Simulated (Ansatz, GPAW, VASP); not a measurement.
## One calculation of Pb, 3 ways

```
Pb
1.0
     0.00000    2.47502    2.47502
     2.47502    0.00000    2.47502
     2.47502    2.47502    0.00000
Pb
1
Cartesian
  0.0000 0.0000 0.0000
```

Alike in all runs: task single point; functional PBE; k mesh 9 × 9 × 9; occupations gaussian, width 0.026 eV; no spin polarisation; no spin-orbit coupling. Pressure is positive in compression and, in plane waves, holds the error of the finite cutoff.

```json
{"program and potentials": "Ansatz, all-electron LAPW, scalar-relativistic", "plane-wave cutoff (eV)": "-", "notes": "-", "pressure (GPa)": "2.26"}
{"program and potentials": "VASP, PBE PAW files Pb_d, 520 eV", "plane-wave cutoff (eV)": "520", "notes": "-", "pressure (GPa)": "2.19"}
{"program and potentials": "GPAW, GPAW PAW data sets (gpaw-data 1.2.1)", "plane-wave cutoff (eV)": "600", "notes": "-", "pressure (GPa)": "2.00"}
```

The pressure spans 2.00 (GPAW, GPAW PAW data sets (gpaw-data 1.2.1)) to 2.26 GPa (Ansatz, all-electron LAPW, scalar-relativistic), with all-electron results at 2.26.

Differences between rows come from potentials, basis sets and numerical settings, since the functional is the same but for its coding. Runs on potential files found faulty are left out.

All three calculations put fcc lead under compression at this volume, with pressures from 2.00 to 2.26 GPa, so each would relax to a larger cell. The lattice constant used is close to the measured one, at which real lead is essentially free of stress. The shared sign and similar size of the pressure suggest that most of this disagreement comes from the common physical description and not from the potentials. A probable cause is PBE's tendency to underbind heavy metals, where its gradient correction favours larger volumes. The missing spin-orbit coupling is another possible contribution, since it splits the 6p states that carry much of the bonding, and these runs cannot separate the two. Lead is also a soft metal, so even a modest pressure corresponds to an appreciable change in lattice constant, and the smaller differences between the codes would carry over into slightly different relaxed volumes. A single volume fixes the direction of relaxation, but neither the equilibrium lattice constant nor the bulk modulus.
